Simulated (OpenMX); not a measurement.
**SiC (Moissanite) under changes of volume**

One of the cells (10.341 Å³/atom); the others are scaled copies at fixed shape and fractional positions:

```
Si C
1.0
     3.07600    0.00000    0.00000
    -1.53800    2.66389    0.00000
     0.00000    0.00000    5.04800
Si C
2 2
Direct
  0.66667 0.33333 0.50000
  0.33333 0.66667 0.00000
  0.66667 0.33333 0.88500
  0.33333 0.66667 0.38500
```

| Property | Result |
| --- | --- |
| Program | OpenMX 3.8.5 |
| Functional | LDA |
| Potentials or basis | OpenMX 2013 LDA set, Si7.0-s2p2d1, C6.0-s2p2d1, fixed grid of 28 × 28 × 54 points |
| k mesh | 11 × 11 × 5 |
| Occupations | fermi-dirac, width 0.05 eV |
| Spin | no spin polarisation |

```csv
volume (Å³/atom),energy over the lowest point (meV/atom),gap on the mesh (eV),largest force (eV/Å)
9.721,?,?,?
9.927,8.13,2.48,0.855
10.134,0.91,2.52,0.823
10.341,0.00,2.56,0.792
10.548,4.81,2.60,0.762
10.755,14.83,2.59,0.732
10.961,29.58,2.55,0.704
```

Problem. What does the run at 9.721 Å³/atom give?

Solution. Energy over the lowest point 22.35 meV/atom; gap on the mesh 2.44 eV; largest force 0.891 eV/Å.

Worked out: A Birch-Murnaghan fit of order 3 (a polynomial in V^(-2/3)) to the other rows has its minimum at 10.27 Å³/atom with B0 = V·E''(V) = 227 GPa and B' = 3.5 at fixed shape and positions, which overstates the stiffness. It gives 22.14 meV/atom at 9.721 Å³/atom, against the run's 22.35. A parabola through the other rows of the gap, of slope 4.62 eV per unit of ln V there, extrapolates to 2.39 eV, against the run's 2.44.

Energies are extrapolated to zero smearing.

Caveats: an odd mesh through Γ misses points on the zone boundary, where band edges often lie; the basis of atomic orbitals isn't converged, which shifts pressures, moduli and gaps.
